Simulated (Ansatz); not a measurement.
A series in volume scale on Li

Results calculated with Ansatz 0.2.0, not measured. Periodic Kohn-Sham DFT of a crystal at fixed atoms, scaled to volume_scale times the given cell; pressure positive in compression, energy less spherical unpolarised free atoms, largest_vzz the field gradient of largest size among the nuclei.

The cell before it is scaled or strained (space group P6_3/mmc, No. 194):
```
cell vectors (Å)
   3.1110     0.0000     0.0000
  -1.5555     2.6942     0.0000
   0.0000     0.0000     5.0930
atoms (fractions of the cell vectors)
Li  0.33333  0.66667  0.25000
Li  0.66667  0.33333  0.75000
```

Settings of every row: method all-electron LAPW; functional PBEsol; relativity scalar; k mesh 15x15x8; filling fermi-dirac; smearing width 0.03 eV; basis error target 0.25 meV/atom; nucleus gaussian.

Atom start moment: 0 on all atoms.

| row | volume scale | V (Å³/atom) | pressure (GPa) | energy less free atoms (eV/atom) |
| --- | --- | --- | --- | --- |
| 1 | 0.94 | 20.063 | ? | ? |
| 2 | 0.96 | 20.49 | -0.19 | -1.968 |
| 3 | 0.98 | 20.917 | -0.449 | -1.9671 |
| 4 | 0.99 | 21.13 | -0.57 | -1.9665 |
| 5 | 1 | 21.344 | -0.686 | -1.9656 |
| 6 | 1.01 | 21.557 | -0.796 | -1.9646 |
| 7 | 1.02 | 21.771 | -0.902 | -1.9635 |
| 8 | 1.04 | 22.198 | -1.1 | -1.9608 |
| 9 | 1.06 | 22.625 | -1.281 | -1.9576 |

Question: what pressure and energy less free atoms should row 1 give?

Worked fit of pressure. Take u = (V_r/V)^(2/3) − 1 with V_r = 21.45 Å³ an atom, which is twice the finite (Eulerian) strain; such expansions in the strain, on which the Birch-Murnaghan equation of state is built, carry the rest volume and the bulk modulus. The shown rows have u = 0.031, 0.01692, 0.01007, 0.00331, -0.00331, -0.00985, -0.02259, -0.03493. Least squares give pressure = −0.7414 + 16.682 × u + 35.43 × u² GPa; a straight line predicts inner rows, each left out in turn, worse (root mean square 0.012 against 0.00025 GPa). All shown rows lie on it to the printed digit. The withheld row has u = 0.04557, so the fit gives −0.7414 + 16.682 × (0.04557) + 35.43 × (0.04557)² = 0.092 GPa.

The calculation gave 0.094 GPa. The fit lies 0.002 GPa (0.15 % of the column's range) below it; its largest miss of a shown row is 0.000 GPa. This row lies beyond the range of the fit.

Worked fit of energy less free atoms. Take u = (V_r/V)^(2/3) − 1 with V_r = 21.45 Å³ an atom, which is twice the finite (Eulerian) strain; such expansions in the strain, on which the Birch-Murnaghan equation of state is built, carry the rest volume and the bulk modulus. The shown rows have u = 0.031, 0.01692, 0.01007, 0.00331, -0.00331, -0.00985, -0.02259, -0.03493. Least squares give energy less free atoms = −1.96514 − 0.1501 × u + 1.875 × u² eV/atom; a straight line predicts inner rows, each left out in turn, worse (root mean square 0.00061 against 3.5e-05 eV/atom). All shown rows lie on it to the printed digit. The withheld row has u = 0.04557, so the fit gives −1.96514 − 0.1501 × (0.04557) + 1.875 × (0.04557)² = -1.9681 eV/atom.

The calculation gave -1.9681 eV/atom. The fit meets it to the printed digit. This row lies beyond the range of the fit.
